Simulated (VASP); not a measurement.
# How biaxial strain in the (001) plane changes BP (F-43m), part 2 of 2

Strain engineering needs slopes: what does biaxial strain in the (001) plane do to the lattice and the band edges of BP?

VASP 6.6.1, plane waves and PAW; the level of theory is named at each step.

So far: The starting structure; Relax the crystal, LDA; Strain along the normal, LDA; Band edges, TB-mBJ with spin-orbit coupling; Band edges, r2SCAN with spin-orbit coupling.

## 5. Band edges, r2SCAN with spin-orbit coupling (continued)

Level of this step: r2SCAN, spin-orbit coupling; plane waves and PAW (B, P); cell typed or built by script (VASP).

From OUTCAR (step 5):

```text
  Total        1.4841171      1.4841171      0.5274924      0.0000000     -0.0000000      0.0000000
  in kB      107.5719369    107.5719369     38.2337635      0.0000000     -0.0000000      0.0000000
  external PRESSURE =      84.4592124 kB  Pullay stress =       0.0000000 kB

 POSITION                                       TOTAL-FORCE (eV/Angst)
 -----------------------------------------------------------------------------------
      0.00000      0.00000      0.00000         0.000000      0.000000     -0.000000
      1.10556      1.10556      1.13029        -0.000000     -0.000000      0.000000
 -----------------------------------------------------------------------------------
    total drift:                               -0.000000     -0.000000      0.000000

  FREE ENERGIE OF THE ION-ELECTRON SYSTEM (eV)
  ---------------------------------------------------
  free  energy   TOTEN  =       -58.8907106137 eV

  energy  without entropy=      -58.8907106137  energy(sigma->0) =      -58.89071061

[... 2 parts as in an earlier step ...]

[... 1 further part left out ...]
[key lines of the parts left out:]
E-fermi :   8.4814
```

Numbers from this step:

```
energy(sigma→0) of the program : -58.8907 eV
stress, compression positive   : xx, yy, zz 10.76, 10.76, 3.82 GPa
```

The run ends at a pressure of 8.45 GPa.

## 6. The table

Runs beyond LDA use the data sets made with LDA; this shifts their levels slightly, and their total energies have another zero (at TB-mBJ, which has no energy functional, they mean nothing).

The other members went through these steps as far as the tables show, with the same cutoff and, step by step, the same mesh; 40 runs are not shown. The session took 2.2 core hours (wall time by ranks) on a shared machine.

| in-plane strain (%) | strain along the normal (%) | in-plane stress, tension positive (GPa) | energy above the unstrained row (meV/atom) | gap on the mesh, LDA (eV) |
| --- | --- | --- | --- | --- |
| -2.000 | 0.938 | -8.644 | 11.969 | 0.906 |
| -1.500 | 0.703 | -6.372 | 6.691 | 0.975 |
| -1.000 | 0.469 | -4.176 | 2.966 | 1.042 |
| -0.500 | 0.235 | -2.054 | 0.748 | 1.109 |
| 0 | 0.000 | -0.005 | 0.000 | 1.176 |
| 0.500 | -0.233 | 1.977 | 0.669 | 1.079 |
| 1.000 | -0.468 | 3.889 | 2.722 | 0.983 |
| 1.500 | -0.703 | 5.734 | 6.111 | 0.888 |
| 2.000 | -0.940 | 7.513 | 10.805 | 0.794 |

Slopes at zero strain, from cubics through all rows: strain ratio -0.468, stress over strain 403 GPa. For a cubic crystal strained in (001) the ratio is −2C₁₂/C₁₁.

Band edges at TB-mBJ with spin-orbit coupling, counted from the valence-band top at Γ, spin-orbit pairs averaged, with one row partly withheld:

| in-plane strain (%) | gap (eV) | conduction band at Γ (eV) | Δ or X valley along z (eV) | Δ or X valley along x (eV) | lowest conduction level at L, [111] (eV) | lowest conduction level at L, [-111] (eV) | second valence level below the top (eV) | third valence level below the top (eV) |
| --- | --- | --- | --- | --- | --- | --- | --- | --- |
| -2.000 | 1.726 | 4.179 | 2.103 | 1.725 | 4.621 | 4.621 | 0.026 | 0.359 |
| -1.500 | 1.800 | 4.206 | 2.083 | 1.799 | 4.685 | 4.685 | 0.026 | 0.270 |
| -1.000 | 1.873 | 4.234 | 2.062 | 1.872 | 4.725 | 4.725 | 0.025 | 0.184 |
| -0.500 | 1.945 | 4.259 | 2.039 | 1.944 | 4.740 | 4.740 | 0.022 | 0.102 |
| 0 | 2.016 | 4.280 | 2.015 | 2.015 | 4.733 | 4.733 | 0.000 | 0.042 |
| 0.500 | ? | 4.214 | ? | 2.015 | 4.636 | 4.636 | 0.070 | 0.102 |
| 1.000 | 1.821 | 4.129 | 1.818 | 2.007 | 4.520 | 4.520 | 0.147 | 0.177 |
| 1.500 | 1.719 | 4.042 | 1.716 | 2.000 | 4.396 | 4.396 | 0.223 | 0.252 |
| 2.000 | 1.619 | 3.955 | 1.614 | 1.993 | 4.268 | 4.268 | 0.297 | 0.327 |

Band edges at r2SCAN with spin-orbit coupling, counted from the valence-band top at Γ, spin-orbit pairs averaged:

| in-plane strain (%) | gap (eV) | conduction band at Γ (eV) | Δ or X valley along z (eV) | Δ or X valley along x (eV) | lowest conduction level at L, [111] (eV) | lowest conduction level at L, [-111] (eV) | second valence level below the top (eV) | third valence level below the top (eV) |
| --- | --- | --- | --- | --- | --- | --- | --- | --- |
| -2.000 | 1.094 | 3.557 | 1.484 | 1.094 | 4.168 | 4.168 | 0.025 | 0.342 |
| -1.500 | 1.167 | 3.583 | 1.460 | 1.167 | 4.248 | 4.248 | 0.025 | 0.257 |
| -1.000 | 1.238 | 3.608 | 1.435 | 1.238 | 4.301 | 4.301 | 0.024 | 0.175 |
| -0.500 | 1.309 | 3.632 | 1.408 | 1.309 | 4.323 | 4.323 | 0.022 | 0.097 |
| 0 | 1.380 | 3.652 | 1.380 | 1.380 | 4.313 | 4.313 | 0.000 | 0.041 |
| 0.500 | 1.285 | 3.588 | 1.284 | 1.383 | 4.213 | 4.213 | 0.067 | 0.098 |
| 1.000 | 1.183 | 3.504 | 1.181 | 1.379 | 4.091 | 4.091 | 0.139 | 0.169 |
| 1.500 | 1.082 | 3.418 | 1.079 | 1.376 | 3.960 | 3.960 | 0.211 | 0.240 |
| 2.000 | 0.981 | 3.332 | 0.977 | 1.373 | 3.826 | 3.826 | 0.282 | 0.311 |

## 7. Working out the slope

The quantity to fit is the splitting of the Δ or X valleys (z less x) at TB-mBJ with spin-orbit coupling: 0.378, 0.284, 0.190, 0.095, 0.000, -0.189, -0.284, -0.379 eV in the rows shown.

A least-squares parabola through the 8 rows shown, with d the strain along the axis less the strain across it, in %: E = − 8.39e-5 d² + 0.1289 d + 1.36e-4 (eV), r.m.s. residual 2.4e-4 eV.

For the withheld row, d = -0.7330, the fit gives -0.0944 eV.

## 8. Prediction against calculation

The calculation gives -0.0947 eV, so the prediction is 0.0003 eV too high.

The splitting is Ξu times d, with d as a fraction, so the linear term gives Ξu = 12.9 eV.

## 9. Summary of results

```yaml
ratio_of_normal_to_in_plane_strain: -0.468
biaxial_modulus: 403 GPa
gap_of_the_unstrained_cell_tb_mbj_with_spin_orbit_coupling: 2.02 eV
gap_of_the_unstrained_cell_r2scan_with_spin_orbit_coupling: 1.38 eV
shear_deformation_potential_u_of_the_delta_or_x_valleys: 12.9 eV
error_of_the_predicted_row: 0.3 meV
```

In words: As a check, the curvature of the energy gives 403 GPa for the same modulus (energy per volume = M × strain²), 0 % from the slope of the stress. At TB-mBJ with spin-orbit coupling the lowest conduction valley is Δ or X throughout, and the gap runs between 1.62 and 2.02 eV. At r2SCAN with spin-orbit coupling the lowest conduction valley is Δ or X throughout, and the gap runs between 0.98 and 1.38 eV. Hole masses are left out throughout, since the top bands are degenerate or cross in many series; of conduction masses, those of the Γ, L and (for Si and Ge under (001) strain) Δ valleys are kept where they change by under an eighth between rows. TB-mBJ is a potential fitted for gaps; it has no energy functional, so its total energies and forces mean nothing, and its bands tend to come out too narrow. r2SCAN opens gaps somewhat over GGA but leaves them below measured values as a rule. Δ or X levels are the lowest on their line, refined by a parabola unless they lie at X; the gap is read from all points sampled and can differ from the lowest valley by some meV, or by tens of meV where strain moves the valence top off Γ. Temperature, zero-point motion and excitons are left out.

[Lines on the potential files, build, host, timing and source positions are cut from VASP's logs without a mark.]

[Logs are printed without paths, hosts, clocks, repeated set-up lines and the standing remarks that a program may print on its own settings, such as how far it seeks lower states.]

[Hosts, paths, dates, database ids (printed as entryN), source tags and the programs' standing remarks are cut or masked in the printed files.]

[In band tables of VASP the shares of atoms and orbitals are scaled to a sum of 1 inside the atoms' spheres.]
